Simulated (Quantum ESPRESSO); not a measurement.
KTaO3: phonons with PBE

KTaO3:

```
CELL_PARAMETERS angstrom
3.98830 0.00000 0.00000
0.00000 3.98830 0.00000
0.00000 0.00000 3.98830
ATOMIC_POSITIONS crystal
Ta 0.00000 0.00000 0.00000
K 0.50000 0.50000 0.50000
O 0.00000 0.00000 0.50000
O 0.00000 0.50000 0.00000
O 0.50000 0.00000 0.00000
```

```json
{
 "Program": "Quantum ESPRESSO 7.5",
 "Task": "phonons",
 "Functional": "PBE",
 "Potentials or basis": "PseudoDojo 0.4.1 SR PBE standard",
 "Cutoff": "1143 eV",
 "Density cutoff": "4572 eV",
 "k mesh": "4 × 4 × 4, shifted",
 "Occupations": "fermi-dirac, width 0.05 eV",
 "Spin": "no spin polarisation",
 "Mixing beta": "0.5",
 "Most SCF iterations": "120",
 "SCF threshold": "1e-09 Ry"
}
```

```json
{
  "Pressure after relaxing": "4.3 GPa",
  "Electronic dielectric tensor (diagonal)": "5.09",
  "Born charges (mean of the diagonal)": "Ta +8.45; K +1.15; O -3.12 e",
  "Highest phonon frequency at Γ, LO-TO splitting left out": "531 cm⁻¹",
  "Static dielectric tensor (diagonal)": "112.06"
}
```

Levels at points of the mesh, in eV from the valence-band top:
| k point | band 17 | band 18 | band 19 | band 20 | band 21 | band 22 | band 23 | band 24 |
| --- | --- | --- | --- | --- | --- | --- | --- | --- |
| (0.12, 0.12, 0.12) | -1.41 | -0.77 | -0.77 | -0.74 | 3.19 | 3.31 | 3.31 | 7.69 |

Phonon frequencies in cm⁻¹ (negative: imaginary):
```tsv
q point	frequencies
(0.000, 0.000, 0.000)	10 10 10 122 122 122 191 191 191 281 281 281 531 531 531
```

Electronic dielectric tensor:
```
5.09 0.00 0.00
0.00 5.09 0.00
0.00 0.00 5.09
```

Born effective charge tensors (e):
atom 1, Ta
```
8.45 0.00 0.00
0.00 8.45 0.00
0.00 0.00 8.45
```
atom 2, K
```
1.15 0.00 0.00
0.00 1.15 0.00
0.00 0.00 1.15
```
atom 3, O
```
-1.61  0.00  0.00
 0.00 -1.61  0.00
 0.00  0.00 -6.15
```
atom 4, O
```
-1.61  0.00  0.00
 0.00 -6.15  0.00
 0.00  0.00 -1.61
```
atom 5, O
```
-6.15  0.00  0.00
 0.00 -1.61  0.00
 0.00  0.00 -1.61
```

Optical modes at Γ, degenerate ones joined, polar ones without the macroscopic field:
| cm⁻¹ | components | symmetry | active in | IR intensity, summed ((D/Å)²/amu) |
| --- | --- | --- | --- | --- |
| 121 | 3 | T1u | IR | 122.89 |
| 191 | 3 | T1u | IR | 34.68 |
| 281 | 3 | T2u | silent | 0.00 |
| 531 | 3 | T1u | IR | 61.50 |

Zone-centre frequencies without and with the macroscopic field along z (cm⁻¹):
```csv
,optical modes in rising order
without,121 121 121 191 191 191 281 281 281 531 531 531
with the field,121 121 177 191 191 281 281 281 417 531 531 781
```

Static dielectric tensor, electrons and zone-centre modes:
```
112.06   0.00   0.00
  0.00 112.06   0.00
  0.00   0.00 112.06
```

Wall time 7.4 min on 4 MPI ranks on Intel(R) Xeon(R) Processor @ 2.50GHz (Skylake/Cascade Lake), with other jobs on the host, peak memory 0.36 GiB a rank.

Caveat: the mesh is thin for the dielectric tensor, Born charges and intensities, which usually come out too large; the cell is more than 3 GPa from zero pressure, which shifts response properties; the Born charges break their sum rule by 0.24 e, a sign of too thin a mesh. Spin-orbit coupling is left out, which matters for the levels of Ta.
